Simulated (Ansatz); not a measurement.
# Rh: squeezing one contact

The task here is to estimate one member of a computed series from the others.

Computed with Ansatz 0.2.0 (DFT PBE, with the methods named in each step, unless a step's input says otherwise).

1 further run of the same task is left out (it didn't finish).

## The system as given

It takes space group Fd-3m (No. 227, cubic). Conventional cell: a = 5.199 Å, b = 5.199 Å, c = 5.199 Å, α = 90.00°, β = 90.00°, γ = 90.00°. Rh (site symmetry -43m) has 4 Rh at 2.25 Å as nearest neighbours.

As a file:

```xyz
2
Lattice="0.0000 2.5993 2.5993 2.5993 0.0000 2.5993 2.5993 2.5993 0.0000" Properties=species:S:1:pos:R:3 pbc="T T T"
Rh   -0.6498   -0.6498   -0.6498
Rh    0.6498    0.6498    0.6498
```

Atoms are numbered in the order of the input: Rh1, Rh2.

Set-up of the first run:

input.yaml

```yaml
crystal:
  lattice:
    - [0.0, 2.599334149, 2.599334149]
    - [2.599334149, 0.0, 2.599334149]
    - [2.599334149, 2.599334149, 0.0]
  atoms:
    - { symbol: Rh, position: [-0.125, -0.125, -0.125] }
    - { symbol: Rh, position: [0.125, 0.125, 0.125] }
kpoints:
  mp_grid: { grid: [10, 10, 10] }
scf:
  occupations: { method: fermi_dirac, width: 0.05 }
hamiltonian:
  xc: pbe
  pseudopotentials: { kind: all_electron, lapw: { basis_error: 0.001 } }
output:
  forces: true
  stress: true
  eigenvalues: true
  populations: true
```

The run is started by

```console
$ ansatz run input.yaml --threads 1 --pin off --max-ram 2048MiB --backend cpu --events-out ev --progress --plain --runs-dir out
```

Steps of the session up to this table: The bond as given, LAPW; Shortest bond scaled by 1, crystal datasets; Shortest bond scaled by 1.1, LAPW; Shortest bond scaled by 0.94, LAPW; Shortest bond scaled by 0.88, LAPW; Shortest bond scaled by 0.58, LAPW.

One table of the session follows, with a row left open; its other results are not shown here.

```
              method  length (Å)  F from the given length (eV/cell)  force along the bond (eV/Å)  pressure (GPa)  largest force (eV/Å)
                LAPW       1.306                             45.091                      214.290          440.52               214.290
                LAPW       1.981                              0.938                        8.519           45.91                 8.519
                LAPW       2.116                              0.191                        3.066           37.53                 3.066
                LAPW       2.251                              0.000                        0.000           35.31                 0.000
                LAPW       2.476                              0.450                       -3.971           39.92                 3.971
                 PAW       1.306                             47.372                      242.689          492.80               242.689
                 PAW       1.981                                  ?                            ?               ?                     ?
                 PAW       2.116                              0.191                        3.070           37.43                 3.070
                 PAW       2.251                              0.000                        0.000           35.22                 0.000
                 PAW       2.476                              0.450                       -3.972           39.83                 3.972
PAW (cutoff 1000 eV)       1.306                                  –                      241.914          491.26               241.914
    crystal datasets       2.251                                  –                        0.000           35.32                 0.000
```

Q: Estimate the row for PAW, 1.981 from the others.

As computed: F from the given length (eV/cell): 0.938; force along the bond (eV/Å): 8.510; pressure (GPa): 45.75; largest force (eV/Å): 8.510.

Caveats from the session: Warnings in the runs' records: gradients without spin orbit, crystal datasets made.
